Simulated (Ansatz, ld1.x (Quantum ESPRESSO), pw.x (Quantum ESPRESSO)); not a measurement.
Rb (Z = 37): does the TM potential hold in the solid?

ld1.x (Quantum ESPRESSO) 7.5 input, shortened:

```
&input
   title='Rb', zed=37., rel=1, dft='PBE', iswitch=3,
   config='[Kr] 4d-2 5s1 5p0'
 /
 &inputp
   pseudotype=2, tm=.true., lloc=-1, rcloc=3.60,
   nlcc=.false.
 /
3
5S  1  0   1.00   0.00  4.05  4.05  0.0
5P  2  1   0.00   0.00  3.60  3.60  0.0
4D  3  2  -2.00  -0.10  3.75  3.75  0.0
 &test
   configts(1)='5s1 5p0'
 /
```

Crystal test: sc Rb in pw.x 7.5, no spin, 8³ k-points, Fermi–Dirac smearing 0.01 Ry, cutoffs 35/140 Ry. The reference is all-electron LAPW (Ansatz 0.2.0) with the same functional, mesh and smearing; V0 and B0 come from Birch–Murnaghan fits to the pressures at five volumes. Errors are pseudo minus all-electron; Δ is the rms difference of the E(V) curves that follow from these fits, minima aligned, over ±6 % about the mean V0. Mesh and smearing are coarse, so the numbers serve the comparison and aren't converged zero-temperature values; the lattice is a test structure that the element need not adopt.

All-electron: a0 = 4.633 Å (V0 = 99.45 Å³/atom), B0 = 2.1 GPa.

Task: How far does the potential miss the all-electron equation of state?

Result: mean pressure error (GPa): +0.06; a0 (Å): 4.686; a0 error (%): +1.15; B0 error (%): -14.6; Δ (meV/atom): 1.4. This is a poor potential for the solid. The logarithmic derivative shows an extra or strongly shifted pseudo pole above the reference energy (s near 0.33 Ry).

```csv
V (Å³/atom),P all-electron (GPa),P pseudo (GPa)
94.525,0.12,0.17
97.013,0.05,0.12
99.500,-0.00,0.06
101.987,-0.05,0.02
104.475,-0.09,-0.03
```

Task: At the middle volume, how do free energy and pressure move when the wave cutoff is lowered (ecutrho kept at four times it)?

Result:

```tsv
cutoff (Ry)	shift of F (meV/atom)	shift of P (GPa)
16	+0.4	+0.00
21	+0.1	+0.00
28	+0.1	+0.00
```

The run at the middle volume (35 k-points, 8 iterations) took about 9 s on one core of a shared host (Neoverse-V1, 32 threads, 247 GiB, load 49).
